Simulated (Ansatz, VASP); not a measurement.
**CuO in VASP and in Ansatz**

Contents of INCAR:

```
PREC = Accurate
ENCUT = 520
EDIFF = 1E-7
ISMEAR = -1
SIGMA = 0.05
LREAL = F
LASPH = T
NELM = 100
ALGO = Normal
ISIF = 2
LWAVE = F
LCHARG = F
GGA = PE
NBANDS = 16
```

Contents of KPOINTS:

```
regular mesh
0
Gamma
  10 10 10
```

The input POSCAR:

```
CuO
1.0
    0.0000000000      2.3426654489      2.3426654489
    2.3426654489      0.0000000000      2.3426654489
    2.3426654489      2.3426654489      0.0000000000
Cu O
1 1
Direct
    0.0000000000      0.0000000000      0.0000000000
    0.2500000000      0.2500000000      0.2500000000
```

The input input.yaml:

```yaml
crystal:
  lattice:
    - [0.0, 2.3426654489, 2.3426654489]
    - [2.3426654489, 0.0, 2.3426654489]
    - [2.3426654489, 2.3426654489, 0.0]
  atoms:
    - { symbol: Cu, position: [0.0, 0.0, 0.0] }
    - { symbol: O, position: [0.25, 0.25, 0.25] }
hamiltonian:
  xc: pbe
  pseudopotentials: { kind: paw }
kpoints:
  mp_grid: { grid: [10, 10, 10] }
scf:
  occupations: { method: fermi_dirac, width: 0.05 }
output:
  forces: true
  stress: true
  eigenvalues: true
```

Change from the starting cell: volume scaled by 1.02.

Alike in both runs: task single point; functional PBE; k mesh 10 × 10 × 10; occupations fermi-dirac, width 0.05 eV; no spin polarisation.

```csv
,VASP,Ansatz
version,VASP 6.6.1,Ansatz 0.2.0
potentials or method,"VASP PAW PBE potentials, release 64 (Cu, O)",Ansatz PAW
plane-wave cutoff (eV),520,420
valence electrons in the cell,17,25
```

```csv
,VASP,Ansatz,Ansatz less VASP
gap on the k mesh at the Fermi level (eV),none,none,-
pressure (GPa),-10.8,-11.3,-0.42
```

A gap of «none» marks a metal or a gap that the smearing closes. The two sets of potentials don't hold the same shells in valence.

Caveats: an odd number of electrons without spin polarisation forces a metal; a magnetic or distorted state may lie lower; the run has no spin polarisation, though such a crystal can be magnetic; semilocal functionals often make such compounds metallic where correlation or magnetic order opens a gap, which also shifts bond lengths; the pressure holds a Pulay correction of +0.6 GPa for the finite cutoff (Ansatz).
